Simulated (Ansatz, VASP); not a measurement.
SnSe in VASP and in Ansatz

```
CELL_PARAMETERS angstrom
0.00000 3.02000 3.02000
3.02000 0.00000 3.02000
3.02000 3.02000 0.00000
ATOMIC_POSITIONS crystal
Sn 0.00000 0.00000 0.00000
Se 0.50000 0.50000 0.50000
```

Change from the starting cell: volume scaled by 1.01.

Alike in both runs: task single point; functional PBE; k mesh 9 × 9 × 9; occupations fermi-dirac, width 0.02 eV; no spin polarisation.

```csv
,VASP,Ansatz
version,VASP 6.6.1,Ansatz 0.2.0
potentials or method,"VASP PAW PBE potentials, release 64 (Sn_d, Se), cutoff 520 eV","all-electron LAPW, scalar-relativistic"
```

```csv
,VASP,Ansatz,Ansatz less VASP
pressure (GPa),0.5,0.5,+0.01
```

Ansatz ran all-electron here, so the differences hold the error of VASP's frozen core and of both bases.
